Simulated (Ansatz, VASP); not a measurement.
## In3Ga5N8 in VASP and in Ansatz

```
In Ga N
1.0
    -0.00520   -0.00300   -5.36322
     3.34715    5.75150    0.00640
     3.30737   -5.72854    0.00000
In Ga N
3 5 8
Direct
  0.00124 0.16017 0.32485
  0.00124 0.16017 0.83532
  0.50148 0.34259 0.67130
  0.00475 0.66541 0.33270
  0.00191 0.67125 0.83562
  0.49999 0.33870 0.16935
  0.50213 0.82903 0.66506
  0.50213 0.82903 0.16398
  0.60118 0.15514 0.31236
  0.60118 0.15514 0.84279
  0.63183 0.66787 0.33393
  0.63656 0.69143 0.84572
  0.10417 0.35466 0.67733
  0.14010 0.35745 0.17873
  0.13505 0.81097 0.65474
  0.13505 0.81097 0.15623
```

Alike in both runs: task single point; functional PBEsol; k mesh 4 × 2 × 2; occupations gaussian, width 0.02 eV; no spin polarisation.

|  | VASP | Ansatz |
| --- | --- | --- |
| version | VASP 6.6.1 | Ansatz 0.2.0 |
| potentials or method | VASP PAW PBE potentials, release 64 (In_d, Ga_d, N) | scalar-relativistic, plane waves, PAW |
| plane-wave cutoff (eV) | 520 | 420 |
| valence electrons in the cell | 144 | 144 |

Ansatz gave:

* gap on the k mesh at the Fermi level (eV): 0.70
* least direct gap on the mesh (eV): 0.70
* pressure (GPa): -0.1
* largest component of the traceless stress (GPa): 0.37
* rms of the force components (eV/Å): 0.009

Which values does VASP return?

gap on the k mesh at the Fermi level (eV): 0.70; least direct gap on the mesh (eV): 0.70; pressure (GPa): -0.1; largest component of the traceless stress (GPa): 0.35; rms of the force components (eV/Å): 0.017.

Caveats: the k mesh is coarse (spacing up to 0.55 Å⁻¹), so the values aren't converged; the PAW data sets were made with another functional, which shifts forces and pressure a little (VASP); spin-orbit coupling is left out, which moves the levels of the heavy elements. As with any semilocal functional, this PBEsol gap is likely too small.
